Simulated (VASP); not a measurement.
# NaF (Fm-3m) in VASP: band structure with PBE

Aim: the band structure of NaF with PBE.

All numbers are computed with VASP 6.6.1; they aren't measurements. Logs are shortened: lines on timing, memory, paths and dates and some standing lists are left out, and cuts for length are marked.

## 1. The structure

The structure is cubic, space group Fm-3m (No. 225). Conventional cell: a = 4.690 Å, b = 4.690 Å, c = 4.690 Å, α = 90.00°, β = 90.00°, γ = 90.00°. Na (site symmetry m-3m) has 6 F at 2.34 Å as nearest neighbours. Around F (site symmetry m-3m) lie 6 Na at 2.34 Å.

The cell was built by a generator and needn't be a form met in nature.

## 2. Band structure, PBE

POSCAR reads:

```
NaF                                     
1.0
    0.0000000000      2.3449226185      2.3449226185
    2.3449226185     -0.0000000000      2.3449226185
    2.3449226185      2.3449226185     -0.0000000000
  Na              F             
     1     1
Direct
     1.0000000000000000    0.0000000000000000    0.0000000000000000
     0.5000000000000000    0.5000000000000000    0.5000000000000000
```

INCAR.step1 reads:

```
SYSTEM = NaF
PREC = Accurate
ENCUT = 700
EDIFF = 1E-6
ISMEAR = 0
SIGMA = 0.02
LREAL = .False.
LASPH = .True.
NELM = 100
ALGO = Normal
ISIF = 2
LWAVE = .False.
LCHARG = .True.
GGA = PE
NBANDS = 14
```

KPOINTS.step1 reads:

```
Automatic mesh
0
Gamma
  10 10 10
  0 0 0
```

INCAR.step2 reads:

```
SYSTEM = NaF
PREC = Accurate
ENCUT = 700
EDIFF = 1E-6
ISMEAR = 0
SIGMA = 0.05
LREAL = .False.
LASPH = .True.
NELM = 100
ALGO = Normal
ISIF = 2
LWAVE = .False.
LCHARG = .False.
GGA = PE
NBANDS = 14
ICHARG = 11
```

KPOINTS.step2 reads:

```
path GXWKGLUWLK,UX
20
line-mode
reciprocal
 0.0000000000  0.0000000000  0.0000000000  G
 0.5000000000  0.0000000000  0.5000000000  X

 0.5000000000  0.0000000000  0.5000000000  X
 0.5000000000  0.2500000000  0.7500000000  W

 0.5000000000  0.2500000000  0.7500000000  W
 0.3750000000  0.3750000000  0.7500000000  K

 0.3750000000  0.3750000000  0.7500000000  K
 0.0000000000  0.0000000000  0.0000000000  G

 0.0000000000  0.0000000000  0.0000000000  G
 0.5000000000  0.5000000000  0.5000000000  L

 0.5000000000  0.5000000000  0.5000000000  L
 0.6250000000  0.2500000000  0.6250000000  U

 0.6250000000  0.2500000000  0.6250000000  U
 0.5000000000  0.2500000000  0.7500000000  W

 0.5000000000  0.2500000000  0.7500000000  W
 0.5000000000  0.5000000000  0.5000000000  L

 0.5000000000  0.5000000000  0.5000000000  L
 0.3750000000  0.3750000000  0.7500000000  K

 0.6250000000  0.2500000000  0.6250000000  U
 0.5000000000  0.0000000000  0.5000000000  X
```

Potentials or basis: VASP PAW PBE potentials, release 64 (Na_pv, F).

On the command line:

```console
$ cat potpaw_PBE.64/Na_pv/POTCAR potpaw_PBE.64/F/POTCAR > POTCAR
$ cp INCAR.step1 INCAR
$ cp KPOINTS.step1 KPOINTS
$ mpirun -np 1 vasp_std > vasp.out
$ cp INCAR.step2 INCAR
$ cp KPOINTS.step2 KPOINTS
$ mpirun -np 1 vasp_std > vasp.out
```

OUTCAR:

```text
SYSTEM = NaF
   PREC = Accurate
   ENCUT = 700
   EDIFF = 1E-6
   ISMEAR = 0
   LREAL = .False.
   LASPH = .True.
   NELM = 100
   ISIF = 2
   GGA = PE
   ICHARG = 11

 ion  position               nearest neighbor table
   1  0.000  0.000  0.000-   2 2.34   2 2.34   2 2.34   2 2.34   2 2.34   2 2.34
   2  0.500  0.500  0.500-   1 2.34   1 2.34   1 2.34   1 2.34   1 2.34   1 2.34

  LATTYP: Found a face centered cubic cell.
 ALAT       =     4.6898452370

  Lattice vectors:

 A1 = (   0.0000000000,   2.3449226185,   2.3449226185)
 A2 = (   2.3449226185,   0.0000000000,   2.3449226185)
 A3 = (   2.3449226185,   2.3449226185,   0.0000000000)

Analysis of symmetry for initial positions (statically):
=====================================================================
 Subroutine PRICEL returns:
 Original cell was already a primitive cell.

 Routine SETGRP: Setting up the symmetry group for a
 face centered cubic supercell.

 Subroutine GETGRP returns: Found 48 space group operations
 (whereof 48 operations were pure point group operations)
 out of a pool of 48 trial point group operations.

The static configuration has the point symmetry O_h .

Analysis of symmetry for dynamics (positions and initial velocities):
=====================================================================
 Subroutine PRICEL returns:
 Original cell was already a primitive cell.

 Routine SETGRP: Setting up the symmetry group for a
 face centered cubic supercell.

 Subroutine GETGRP returns: Found 48 space group operations
 (whereof 48 operations were pure point group operations)
 out of a pool of 48 trial point group operations.

The dynamic configuration has the point symmetry O_h .

 Subroutine INISYM returns: Found 48 space group operations
 (whereof 48 operations are pure point group operations),
 and found     1 'primitive' translations

----------------------------------------------------------------------------------------

                                     Primitive cell

  volume of cell :      25.7879

  direct lattice vectors                    reciprocal lattice vectors
     0.000000000  2.344922619  2.344922619    -0.213226652  0.213226652  0.213226652
     2.344922619  0.000000000  2.344922619     0.213226652 -0.213226652  0.213226652
     2.344922619  2.344922619  0.000000000     0.213226652  0.213226652 -0.213226652

  length of vectors
     3.316221370  3.316221370  3.316221370     0.369319395  0.369319395  0.369319395

  position of ions in fractional coordinates (direct lattice)
     0.000000000  0.000000000  0.000000000
     0.500000000  0.500000000  0.500000000

  ion indices of the primitive-cell ions
   primitive index   ion index
                 1           1
                 2           2

----------------------------------------------------------------------------------------

 KPOINTS: path GXWKGLUWLK,UX

Interpolating k-points between supplied coordinates.

 Line segments in fractional coordinates (reciprocal lattice):
    0.000000  0.000000  0.000000  ...  0.500000  0.000000  0.500000
    0.500000  0.000000  0.500000  ...  0.500000  0.250000  0.750000
    0.500000  0.250000  0.750000  ...  0.375000  0.375000  0.750000
    0.375000  0.375000  0.750000  ...  0.000000  0.000000  0.000000
    0.000000  0.000000  0.000000  ...  0.500000  0.500000  0.500000
    0.500000  0.500000  0.500000  ...  0.625000  0.250000  0.625000
    0.625000  0.250000  0.625000  ...  0.500000  0.250000  0.750000
    0.500000  0.250000  0.750000  ...  0.500000  0.500000  0.500000
    0.500000  0.500000  0.500000  ...  0.375000  0.375000  0.750000
    0.625000  0.250000  0.625000  ...  0.500000  0.000000  0.500000

 Generated    20 points on each line segment, for a total of    200 k-points:

 Following reciprocal coordinates:
            Coordinates               Weight
  0.000000  0.000000  0.000000      0.005000
  0.026316  0.000000  0.026316      0.005000
  0.052632  0.000000  0.052632      0.005000
  0.078947  0.000000  0.078947      0.005000
  0.105263  0.000000  0.105263      0.005000
  0.131579  0.000000  0.131579      0.005000
[... 16 lines left out ...]
  0.500000  0.026316  0.526316      0.005000
  0.500000  0.039474  0.539474      0.005000
 [... further k-points ...]
   k-points           NKPTS =    200   k-points in BZ     NKDIM =    200   number of bands    NBANDS=     14
   number of dos      NEDOS =    301   number of ions     NIONS =      2
   total plane-waves  NPLWV =  27000
   dimension x,y,z NGX =    30 NGY =   30 NGZ =   30
   dimension x,y,z NGXF=    60 NGYF=   60 NGZF=   60
   ions per type =               1   1
   NGX,Y,Z   is equivalent  to a cutoff of  15.04, 15.04, 15.04 a.u.
   NGXF,Y,Z  is equivalent  to a cutoff of  30.08, 30.08, 30.08 a.u.
 SYSTEM =  NaF
   PREC   = accura    normal or accurate (medium, high low for compatibility)
   ISTART =      0    job   : 0-new  1-cont  2-samecut
   ICHARG =     11    charge: 1-file 2-atom 10-const
   ISPIN  =      1    spin polarized calculation?
   LNONCOLLINEAR =      F non collinear calculations
   LSORBIT =      F    spin-orbit coupling
   LASPH  =      T    aspherical Exc in radial PAW
   ENCUT  =  700.0 eV  51.45 Ry    7.17 a.u.   7.15  7.15  7.15*2*pi/ulx,y,z
   NELM   =    100;   NELMIN=  2; NELMDL=  0     # of ELM steps
   EDIFF  = 0.1E-05   stopping-criterion for ELM
   LREAL  =      F    real-space projection
   EDIFFG = 0.1E-04   stopping-criterion for IOM
   NSW    =      0    number of steps for IOM
   IBRION =     -1    ionic relax: 0-MD 1-quasi-New 2-CG
   NFREE  =      0    steps in history (QN), initial steepest desc. (CG)
   ISIF   =      2    stress and relaxation
   ISYM   =      2    0-nonsym 1-usesym 2-fastsym
   POTIM  = 0.5000    time-step for ionic-motion
   TEBEG  =    0.0;   TEEND  =   0.0 temperature during run
   PSTRESS=    0.0 pullay stress
   NELECT =      14.0000    total number of electrons
   NUPDOWN=      -1.0000    fix difference up-down
   EMIN   =  10.00;   EMAX   =-10.00  energy-range for DOS
   EFERMI =   0.00;   METHOD = LEGACY
   ISMEAR =     0;   SIGMA  =   0.05  broadening in eV -4-tet -1-fermi 0-gaus
   EFERMI_NEDOS =   21; number of points for ismear=-14 and -15
   IALGO  =     38    algorithm
   IMIX   =      4    mixing-type and parameters
     AMIX     =   0.40;   BMIX     =  1.00
     AMIX_MAG =   1.60;   BMIX_MAG =  1.00
  volume/ion in A,a.u.               =      12.89        87.01
  Fermi-wavevector in a.u.,A,eV,Ry     =   1.335505  2.523739 24.267008  1.783575
  Thomas-Fermi vector in A             =   2.464204
   LORBIT       =      0    0 simple, 1 ext, 2 COOP (PROOUT), +10 PAW based schemes
   GGA     = PE    functional components
   LHFCALC =     F    Hartree Fock is set to
   AEXX    =    0.0000 exact exchange contribution
   IVDW    =     0    specifies the selected vdW correction
   LEPSILON=     F    determine dielectric tensor
   LRPA    =     F    only Hartree local field effects (RPA)
 non-spin polarized calculation
 Gauss-broadening in eV      SIGMA  =   0.05
  energy-cutoff  :      700.00
  volume of cell :       25.79
 maximum number of plane-waves:      1106
 NGX is ok and might be reduce to    30

 number of electron      13.9999998 magnetization

 Free energy of the ion-electron system (eV)
  ---------------------------------------------------
  ext. energy  EPLUGINS =         0.00000000
  ---------------------------------------------------
  free energy    TOTEN  =        -8.63320185 eV

  energy without entropy =       -8.63320185  energy(sigma->0) =       -8.63320185

 E-fermi :  -1.8742     XC(G=0):  -8.9829

 val. band max:       -2.2417072034   @ k =   0.0000   0.0000   0.0000
 cond. band min:       3.8743366655   @ k =   0.0000   0.0000   0.0000
 fundamental gap:      6.1160438689
 Fermi energy:        -1.8742465187

 k-point     1 :       0.0000    0.0000    0.0000
  band No.  band energies     occupation
      1     -21.3542      2.00000
      2     -21.2938      2.00000
      3     -21.2938      2.00000
      4     -21.2938      2.00000
      5      -2.2417      2.00000
      6      -2.2417      2.00000
      7      -2.2417      2.00000
      8       3.8743      0.00000
      9      16.4842      0.00000
     10      16.4842      0.00000
     11      16.4842      0.00000
     12      19.2797      0.00000
     13      21.4092      0.00000
     14      21.4092      0.00000

 k-point     2 :       0.0263    0.0000    0.0263
  band No.  band energies     occupation
      1     -21.4008      2.00000
      2     -21.2941      2.00000
      3     -21.2941      2.00000
      4     -21.2457      2.00000
      5      -2.2588      2.00000
      6      -2.2446      2.00000
      7      -2.2446      2.00000
      8       3.9078      0.00000
      9      16.3287      0.00000
     10      16.4887      0.00000
     11      16.4887      0.00000
     12      19.4729      0.00000
     13      21.2904      0.00000
     14      21.4268      0.00000

 k-point     3 :       0.0526    0.0000    0.0526
  band No.  band energies     occupation
      1     -21.4652      2.00000
      2     -21.2951      2.00000
      3     -21.2951      2.00000
      4     -21.1767      2.00000
      5      -2.3085      2.00000
      6      -2.2533      2.00000
      7      -2.2533      2.00000
      8       4.0067      0.00000
      9      15.9514      0.00000
     10      16.5021      0.00000
     11      16.5021      0.00000
     12      19.9634      0.00000
     13      20.9701      0.00000
     14      21.4795      0.00000
[... 324 lines left out ...]
 k-point    23 :       0.5000    0.0263    0.5263
  band No.  band energies     occupation
      1     -21.4164      2.00000
      2     -21.3610      2.00000
      3     -21.3412      2.00000
      4     -21.1049      2.00000
      5      -3.4546      2.00000
      6      -2.6357      2.00000
      7      -2.6334      2.00000
      8      10.6238      0.00000
      9      10.9439      0.00000
     10      11.0413      0.00000
     11      16.9815      0.00000
     12      17.1109      0.00000
     13      21.1558      0.00000
     14      25.9619      0.00000

 k-point    24 :       0.5000    0.0395    0.5395
  band No.  band energies     occupation
      1     -21.4157      2.00000
      2     -21.3821      2.00000
      3     -21.3418      2.00000
      4     -21.0828      2.00000
      5      -3.4485      2.00000
      6      -2.6438      2.00000
      7      -2.6385      2.00000
      8      10.6256      0.00000
      9      10.9394      0.00000
     10      11.0743      0.00000
     11      16.8809      0.00000
     12      17.1667      0.00000
     13      21.2601      0.00000
     14      25.9560      0.00000

 [... further k-points ...]

------------------------ aborting loop because EDIFF is reached ----------------------------------------

  FORCE on cell =-STRESS in cart. coord.  units (eV):
  Direction    XX          YY          ZZ          XY          YZ          ZX
  --------------------------------------------------------------------------------------
  -------------------------------------------------------------------------------------
  Total        0.2439088      0.2439088      0.2439088     -0.0000000     -0.0000000     -0.0000000
  in kB       15.1538330     15.1538330     15.1538330     -0.0000000     -0.0000000     -0.0000000
  external PRESSURE =      15.1538330 kB  Pullay stress =       0.0000000 kB

 VOLUME and BASIS-vectors are now :
 -----------------------------------------------------------------------------
  energy-cutoff  :      700.00
  volume of cell :       25.79
      direct lattice vectors                 reciprocal lattice vectors
     0.000000000  2.344922619  2.344922619    -0.213226652  0.213226652  0.213226652
     2.344922619  0.000000000  2.344922619     0.213226652 -0.213226652  0.213226652
     2.344922619  2.344922619  0.000000000     0.213226652  0.213226652 -0.213226652

 POSITION                                       TOTAL-FORCE (eV/Angst)
 -----------------------------------------------------------------------------------
      0.00000      0.00000      0.00000        -0.000000      0.000000      0.000000
      2.34492      2.34492      2.34492         0.000000      0.000000     -0.000000
 -----------------------------------------------------------------------------------
    total drift:                                0.000000      0.000000      0.000000

  FREE ENERGIE OF THE ION-ELECTRON SYSTEM (eV)
  ---------------------------------------------------
  free  energy   TOTEN  =        -8.6332018497 eV

  energy  without entropy=       -8.6332018497  energy(sigma->0) =       -8.63320185
```

It took 70 s on 1 thread of Intel Xeon Platinum 8259CL at 2.50GHz (Skylake/Cascade Lake), shared host; peak memory 0.22 GiB.

What came out:

```
Band gap on the k mesh  : 6.12 eV, direct
Band gap along the path : 6.12 eV, direct
```

Levels at the corners of the path, in eV from the valence-band top:
```tsv
point	band 4	band 5	band 6	band 7	band 8	band 9	band 10	band 11
Γ	-19.05	0.00	0.00	0.00	6.12	18.73	18.73	18.73
X	-18.88	-1.22	-0.39	-0.39	12.86	13.19	13.26	19.31
X	-18.88	-1.22	-0.39	-0.39	12.86	13.19	13.26	19.31
W	-18.54	-0.83	-0.83	-0.54	12.99	12.99	14.80	16.46
W	-18.54	-0.83	-0.83	-0.54	12.99	12.99	14.80	16.46
K	-18.55	-1.01	-0.79	-0.35	12.63	12.97	14.33	18.97
K	-18.55	-1.01	-0.79	-0.35	12.63	12.97	14.33	18.97
Γ	-19.05	0.00	0.00	0.00	6.12	18.73	18.73	18.73
Γ	-19.05	0.00	0.00	0.00	6.12	18.73	18.73	18.73
L	-18.26	-1.51	-0.24	-0.24	10.57	12.17	19.73	19.73
L	-18.26	-1.51	-0.24	-0.24	10.57	12.17	19.73	19.73
U	-18.55	-1.01	-0.79	-0.35	12.63	12.97	14.33	18.97
U	-18.55	-1.01	-0.79	-0.35	12.63	12.97	14.33	18.97
W	-18.54	-0.83	-0.83	-0.54	12.99	12.99	14.80	16.46
W	-18.54	-0.83	-0.83	-0.54	12.99	12.99	14.80	16.46
L	-18.26	-1.51	-0.24	-0.24	10.57	12.17	19.73	19.73
L	-18.26	-1.51	-0.24	-0.24	10.57	12.17	19.73	19.73
K	-18.55	-1.01	-0.79	-0.35	12.63	12.97	14.33	18.97
U	-18.55	-1.01	-0.79	-0.35	12.63	12.97	14.33	18.97
X	-18.88	-1.22	-0.39	-0.39	12.86	13.19	13.26	19.31
```

Caveat: the log is that of the step along the path at fixed density, whose energy, stress, charges and moments have no meaning.
